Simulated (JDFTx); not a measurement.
Runs of JDFTx 1.7.0 (patched build) on TePb. Symmetry: Pm-3m, No. 221, cubic system. The conventional cell has a = 4.002 Å, b = 4.002 Å, c = 4.002 Å, α = 90.00°, β = 90.00°, γ = 90.00°. Pb (site symmetry m-3m) has 8 Te at 3.47 Å as nearest neighbours. Te (site symmetry m-3m) is surrounded by 8 Pb at 3.47 Å. Measurements of this composition are mostly on another form, of space group No. 225.

| task | cell | gap on the mesh (eV) | pressure (GPa) |
| --- | --- | --- | --- |
| relaxation of cell and atoms | relaxed | 0.69 | 0.0 |
| relaxation of the atoms | atoms relaxed from: relaxed cell strained by 0.01 in Voigt component 4 | 0.64 | 0.0 |
| relaxation of the atoms | atoms relaxed from: relaxed cell strained by 0.01 in Voigt component 1 | 0.62 | -0.5 |
| relaxation of the atoms | atoms relaxed from: relaxed cell strained by -0.01 in Voigt component 4 | 0.64 | 0.0 |
| relaxation of the atoms | atoms relaxed from: relaxed cell strained by -0.01 in Voigt component 1 | (a) | 0.6 |

Alike in all rows: level LDA; potentials or basis PseudoDojo-SR-LDA-0.4.1-standard; no spin polarisation; k mesh 3 × 3 × 3; cutoff (eV) 1088; smearing fermi-dirac 0.05 eV; the mesh is coarse, so values aren't converged.

**Question.** Fill in the values left out.

**Answer.** (a) 0.57.

Caveats: all runs use coarse meshes; spin-orbit coupling is left out, which as a rule narrows the gap of such compounds by several tenths of an eV; an odd mesh through Γ misses points on the zone boundary, where band edges often lie; the relaxation stopped at its first step, so nothing moved (some runs).

A k mesh can miss the band edges, and the runs leave out spin-orbit coupling on Pb, Te.

Runs at the PBE level aren't shown here.
